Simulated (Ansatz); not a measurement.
What does this script print? It uses Ansatz 0.2.0, Python API.

`gasb_soc.py`
```python
"""Levels of GaSb without and with spin-orbit coupling."""

import ansatz as az
from pymatgen.core import Lattice, Structure
from pymatgen.io.ase import AseAtomsAdaptor

CUTOFF = 530
KSPACING = 0.29
OCCUPATIONS = "gaussian"
SMEARING_WIDTH = 0.02


def main() -> None:
    pmg_structure = Structure(
        Lattice([(-2.753434, 2.753434, 1.590707), (2.753434, -2.753434, 1.590707), (2.753434, 2.753434, -1.590707)]),
        ["Ga", "Sb"],
        [
            (0.25, 0.75, 0.5),
            (0.0, 0.0, 0.0),
        ],
    )
    gasb = az.Crystal.from_ase(AseAtomsAdaptor.get_atoms(pmg_structure))

    base = (
        gasb.calculation()
        .functional(az.Functional.PBESOL)
        .basis(CUTOFF)
        .kpoints(spacing=KSPACING)
        .occupations(OCCUPATIONS, width=SMEARING_WIDTH)
        .mixing("anderson", preconditioner="resta")
        .eigensolver("davidson", mixed_precision=False)
        .band_table()
    )
    for label, variant in (("scalar-relativistic", base), ("spin-orbit", base.spin(soc=True))):
        summary = variant.run().report
        zero = summary["band_edges_ev"][0] if summary.get("band_edges_ev") else summary["fermi_energy_ev"]
        near = [round(e - zero, 3) for e in summary["eigenvalues_ev"][0] if abs(e - zero) < 2]
        print(label)
        print("  band edges (eV):", [round(e, 3) for e in summary.get("band_edges_ev") or []] or "none reported")
        print("  levels at k =", summary["kpoints_frac"][0], "within 2 eV of the zero:", near)


if __name__ == "__main__":
    main()
```

Output of `python gasb_soc.py`:
```text
scalar-relativistic
  band edges (eV): none reported
  levels at k = [0.0, 0.0, 0.0] within 2 eV of the zero: [-1.867, -1.867]
spin-orbit
  band edges (eV): none reported
  levels at k = [0.0, 0.0, 0.0] within 2 eV of the zero: [-1.637, -1.637]
```

The settings weren't tested for convergence. The computed bands are complete only to about 2.9 eV above the Fermi level. This cell is a computed structure, which may not be the phase found in nature. Gaps and levels are Kohn-Sham values on a finite set of k-points. With spin-orbit coupling each level holds one electron and, with inversion or at time-reversal points, comes in pairs; a window in energy can cut a split set. Timing: 70 s on 1 thread of Arm Neoverse V1, on a shared host, peak memory 0.68 GiB.
